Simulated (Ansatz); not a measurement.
Take a crystal in which Ga has been replaced by Sc on all its sites, with the cell rescaled by a rough guess (in some cases also distorted within its space group) and nothing relaxed:

```yaml
crystal:
  lattice:
    - [3.45124, 0.00000, 0.00000]
    - [0.00000, 4.07628, 0.00000]
    - [-1.66876, 0.00000, 4.95656]
  atoms:
    - { symbol: Sc, position: [0.86540, 0.25000, 0.22983] }
    - { symbol: Sc, position: [0.13460, 0.75000, 0.77017] }
```

The calculation used Ansatz 0.2.0, DFT PBE, scalar-relativistic, plane waves, PAW.

Plane waves to 420 eV, a k mesh through Γ of 14×10×8 on the computed 2-atom cell and Gaussian smearing (0.10 eV); no spin polarisation.

Problem. What pressure does the cell carry?

Solution. The pressure is -8.4 GPa (positive in compression), so the cell would contract.

Problem. Is it a metal on this mesh?

Solution. Yes, a band crosses the Fermi level.

This form isn't the element's structure at ambient conditions.